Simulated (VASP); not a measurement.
Wanted: the native input for a VASP 6.6.1 run.

```yaml
Task: relaxation of cell and atoms
Functional: PBE
Potentials_or_basis: VASP PAW PBE potentials, release 64 (Ca_sv, Se)
Cutoff: 700 eV
k_mesh: 8 × 8 × 8
Occupations: gaussian, width 0.02 eV
Spin: no spin polarisation
Further_INCAR_settings: ALGO = Fast; EDIFF = 1e-07; IBRION = 2; EDIFFG = -0.005; NSW = 60; ISIF = 3
```

The structure of CaSe lies in POSCAR:

```
CaSe
1.0
    0.0000000000      2.9450000000      2.9450000000
    2.9450000000      0.0000000000      2.9450000000
    2.9450000000      2.9450000000      0.0000000000
Ca Se
1 1
Direct
    0.0000000000      0.0000000000      0.0000000000
    0.5000000000      0.5000000000      0.5000000000
```

The cell was built by a generator and needn't be a form met in nature.

One way to write it, as run:

INCAR

```
ALGO     = Fast           # electronic algorithm
EDIFF    = 1E-7           # SCF threshold, eV
EDIFFG   = -0.005         # ionic threshold
ENCUT    = 700            # plane-wave cutoff, eV
GGA      = PE             # functional
IBRION   = 2              # ionic algorithm
ISIF     = 3              # what is computed and relaxed
ISMEAR   = 0              # smearing method
LASPH    = T              # aspherical terms in the spheres
LCHARG   = F              # write CHGCAR
LREAL    = F              # projectors in reciprocal space
LWAVE    = F              # write WAVECAR
NELM     = 120            # most SCF steps
NSW      = 60             # ionic steps
PREC     = Accurate       # precision mode
SIGMA    = 0.02           # smearing width, eV
```

KPOINTS

```
k-points
0
Gamma
  8 8 8
```

Potentials or basis: VASP PAW PBE potentials, release 64 (Ca_sv, Se).

Run with:

```sh
$ cat potpaw_PBE.64/Ca_sv/POTCAR potpaw_PBE.64/Se/POTCAR > POTCAR
$ mpirun -np 1 vasp_std > vasp.out
```

Results of the run:

```json
{"Relaxed volume": "26.53 Å³/atom", "Relaxed cell": "a = 4.218 Å, b = 4.218 Å, c = 4.218 Å, α = 60.00°, β = 60.00°, γ = 60.00°", "Space group after relaxing (to 0.05 Å)": "Fm-3m (No. 225)", "Energy gained by relaxing": "5.9 meV/atom", "Ionic steps": "3", "Pressure after relaxing": "0.0 GPa", "Band gap on the k mesh": "2.08 eV, indirect (least direct gap 2.99 eV)"}
```

Wall time 110 s on 1 thread of Intel(R) Xeon(R) Platinum 8259CL CPU @ 2.50GHz (Skylake/Cascade Lake), with other jobs on the host, peak memory 0.23 GiB.
